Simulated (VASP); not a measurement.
An input for Ansatz (written as the equivalent of a VASP run, and not itself run):

Ansatz 0.2 input:
```yaml
crystal:
  lattice:
    - [0.0000000, 2.8842090, 2.8842090]
    - [2.8842090, 0.0000000, 2.8842090]
    - [2.8842090, 2.8842090, 0.0000000]
  atoms:
    - { symbol: Sr, position: [0.0000000, 0.0000000, 0.0000000] }
    - { symbol: F, position: [0.7500000, 0.7500000, 0.7500000] }
    - { symbol: F, position: [0.2500000, 0.2500000, 0.2500000] }
kpoints:
  mp_grid: { grid: [2, 2, 2] }
hamiltonian:
  xc: lda
  pseudopotentials: { kind: paw }
scf:
  occupations: { method: methfessel_paxton, width: 0.272 }
  max_iter: 100
output: { forces: true, stress: true, eigenvalues: true }
```

**Question.** Translate this input to VASP (INCAR, KPOINTS, POSCAR, choice of POTCAR).

**Answer.** Several could match; the one computed here: 
### POSCAR
```
SrF2
1.0
  0.0000000000   2.8842090000   2.8842090000
  2.8842090000   0.0000000000   2.8842090000
  2.8842090000   2.8842090000   0.0000000000
Sr F
1 2
Cart
  0.0000000000   0.0000000000   0.0000000000
  4.3263135000   4.3263135000   4.3263135000
  1.4421045000   1.4421045000   1.4421045000
```

KPOINTS:
```
Automatic mesh
0
Gamma
2 2 2
0 0 0
```

### INCAR
```
! general
SYSTEM =SrF2
PREC   =Accurate
ENCUT  =200   ! plane-wave cut-off (eV)
LREAL  =.FALSE.   ! projection in real space or not
LASPH  =.TRUE.   ! aspherical one-centre terms

! electronic loop
EDIFF  =1E-6   ! SCF stop (eV)
NELM   =100
ALGO   =Normal   ! blocked Davidson
LMAXMIX=4   ! l cut-off of mixed one-centre charges

! smearing
ISMEAR =1   ! Methfessel-Paxton
SIGMA  =0.272   ! width (eV)

! ions
ISIF   =2   ! forces and stress, cell fixed

! output
LWAVE  =.FALSE.
LCHARG =.FALSE.
```

POTCAR, in this order: Sr_sv F (LDA.64 set). Program: vasp_std.

Limits of the translation: each code has its own PAW files, so the cut-off isn't converted (ENCUT is set for VASP's; basis.ecutwfc is left out, and Ansatz then takes the one that its files recommend); Ansatz stops its SCF on the density residual and VASP on the energy change (EDIFF); Ansatz's lda is the Perdew-Wang form, while the LDA potentials of VASP carry Perdew-Zunger's.

The structure comes from a computed database's SrF2 entry; how it stands against other phases isn't given here. The cell was not relaxed at this level. The k-mesh is coarse (spacing up to 0.94 per Å, 2π included), so the numbers may not be converged in it. The run is one of a series of settings (ENCUT = 200, GGA removed, ISMEAR = 1, SIGMA = 0.272, KPOINTS 2×2×2 Γ-centred mesh, POTCAR Sr_sv F (LDA.64 set) against the base run), some of them coarse on purpose.
